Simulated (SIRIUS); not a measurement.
The system is Sc.

```
Sc
1.0
    -1.91721    1.91721    1.71760
     1.91721   -1.91721    1.71760
     1.91721    1.91721   -1.71760
Sc
1
Direct
  0.00000 0.00000 0.00000
```

This isn't the form of Sc at room conditions, which is hcp.

```yaml
Program: SIRIUS 7.10.0
Task: single point
Functional: PBE
Potentials_or_basis: PseudoDojo 0.4.1 PBE standard (scalar relativistic)
Cutoff: 1078 eV
Density_cutoff: 4311 eV
k_mesh: 10 × 10 × 10
Occupations: fermi-dirac, width 0.05 eV
Spin: no spin polarisation
```

On this cell: pressure -0.8 GPa; band gap on the k mesh none (metal or under the smearing width).

The same run follows on a disturbed copy (cell strained at random at fixed volume):

```
Sc
1.0
    -2.00168    1.96521    1.81529
     1.91710   -1.89426    1.64167
     1.93748    1.83005   -1.73609
Sc
1
Direct
  0.00306 0.00531 0.99425
```

What changes?

The energy (extrapolated to zero smearing) moves by +10.0 meV/atom; pressure -0.8 GPa; band gap on the k mesh none (metal or under the smearing width).

Stress tensor (GPa, compression positive):
```
-0.85  1.08  1.38
 1.08 -1.41 -1.12
 1.38 -1.12 -0.17
```
